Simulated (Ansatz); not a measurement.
# WC: the cost of one run

Computed with Ansatz 0.2.0 (DFT PBE, scalar-relativistic, plane waves, PAW, unless a step's input says otherwise).

## (1) The structure to begin with

The structure is cubic, space group Fm-3m (No. 225). The conventional cell has a = 4.385 Å, b = 4.385 Å, c = 4.385 Å, α = 90.00°, β = 90.00°, γ = 90.00°. W (site symmetry m-3m) is surrounded by 6 C at 2.19 Å. C (site symmetry m-3m) has 6 W at 2.19 Å as nearest neighbours.

Structure file:

```cif
data_structure
_symmetry_space_group_name_H-M 'P 1'
_symmetry_Int_Tables_number 1
_cell_length_a 3.1009
_cell_length_b 3.1009
_cell_length_c 3.1009
_cell_angle_alpha 60.000
_cell_angle_beta 60.000
_cell_angle_gamma 60.000
_cell_volume 21.08
loop_
_atom_site_label
_atom_site_type_symbol
_atom_site_fract_x
_atom_site_fract_y
_atom_site_fract_z
_atom_site_occupancy
W1 W 0.00000 0.00000 0.00000 1
C1 C 0.50000 0.50000 0.50000 1
```

The structure comes from the Materials Project (structure only).

(A quick probe on a coarse mesh, which set the mesh and smearing, is not shown.)

## (3) Relaxing cell and atoms

Contents of input.yaml:

```yaml
crystal:
  lattice:
    - [0.0, 2.192684, 2.192684]
    - [2.192684, 0.0, 2.192684]
    - [2.192684, 2.192684, 0.0]
  atoms:
    - { symbol: W, position: [0.0, 0.0, 0.0] }
    - { symbol: C, position: [0.5, 0.5, 0.5] }
basis:
  ecutwfc: 420
kpoints:
  mp_grid: { grid: [16, 16, 16] }
hamiltonian:
  xc: pbe
scf:
  occupations: { method: gaussian, width: 0.1 }
output:
  forces: true
  stress: true
  eigenvalues: true
relax:
  adjacent_minimum: "off"
  f_tol: 0.005
  max_steps: 80
  cell: { stress_tol: 0.05 }
```

On the command line:

```sh
$ ansatz run input.yaml --threads 2 --pin off --max-ram 5120MiB --backend cpu --events-out ev --progress --plain --runs-dir out
```

**Question.** How long does this run take on 2 threads of Arm Neoverse V1, shared host, and how much memory does it need?

About 7.3 s, with a peak of 0.35 GiB.
